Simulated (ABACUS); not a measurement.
The system is Pb.

```
Pb
1.0
     0.00000    2.47502    2.47502
     2.47502    0.00000    2.47502
     2.47502    2.47502    0.00000
Pb
1
Direct
  0.00000 0.00000 0.00000
```

```yaml
Program: ABACUS 3.10.1
Task: relaxation of cell and atoms
Functional: B86bPBE
Potentials_or_basis: SG15 ONCV 1.2 PBE
Cutoff: 857 eV
Density_cutoff: 3429 eV
Basis: plane waves
k_mesh: 7 × 7 × 7
Occupations: fermi-dirac, width 0.05 eV
Spin: no spin polarisation
```

At the start: pressure 3.4 GPa; volume 30.32 Å³/atom.

Task: How do energy, volume and symmetry change on relaxing?

Result: Over 4 steps the energy falls by 22.6 meV/atom and the volume is 32.60 Å³/atom (+7.5 %); space group Fm-3m (No. 225, to 0.05 Å).

The path:
```tsv
step	energy change (eV)	largest force (eV/Å)	pressure (GPa)	volume (Å³)
1	0.0000	0.0000	3.42	30.32
2	-0.0142	0.0000	2.00	31.17
3	-0.0226	0.0000	0.12	32.51
4	-0.0226	0.0000	0.01	32.60
```

Final structure:
```
Pb
1.0
     0.00000    2.53545    2.53545
     2.53545    0.00000    2.53545
     2.53545    2.53545    0.00000
Pb
1
Direct
  0.00000 0.00000 0.00000
```

Caveat: the potentials were made for another functional, which shifts forces and pressure.
